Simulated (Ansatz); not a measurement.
BaS (CsCl type): gap against strain (uniaxial along z, other directions held)

BaS built on the CsCl prototype, relaxed with r2SCAN in Ansatz, then strained (uniaxial along z, other directions held; changes of length per length, axes as in the cell below) with the atoms relaxed again within the symmetry that is left. The symmetry is Pm-3m (No. 221, cubic); a = 3.834 Å in the conventional setting, 28.17 Å³ an atom. Ba has 8 S at 3.32 Å; S has 8 Ba at 3.32 Å. (Calculated; spin-unpolarised; the phase may be known or hypothetical.)

```
CELL_PARAMETERS angstrom
3.83376 0.00000 0.00000
0.00000 3.83376 0.00000
0.00000 0.00000 3.83376
ATOMIC_POSITIONS crystal
Ba 0.00000 0.00000 0.00000
S 0.50000 0.50000 0.50000
```

Gaps are the least over each mesh (PBE 6×6×6, r2SCAN 6×6×6, HSE06 4×4×4 when unstrained) and the special points, which keep their unstrained names; stress is the change from the unstrained cell, compression positive.

```csv
strain (%),"gap, PBE (eV)","gap, r2SCAN (eV)","gap, HSE06 (eV)","edges, HSE06","stress along the strain, r2SCAN (GPa)","energy rise, r2SCAN (meV/atom)"
0.0,1.564,1.926,2.453,M → Γ,0.00,0.0
+0.44,1.558,1.918,2.445,M → Γ,-0.55,0.2
+1.48,1.539,1.898,2.424,M → Γ,-1.82,2.3
+3.14,1.504,1.860,2.382,M → Γ,-3.75,10.3
+5.69,1.430,1.784,2.299,M → Γ,-6.51,33.2
```

The runs are scalar-relativistic, without spin-orbit coupling.

The meshes of the hybrids are coarse, so their gaps aren't converged to the digits shown.
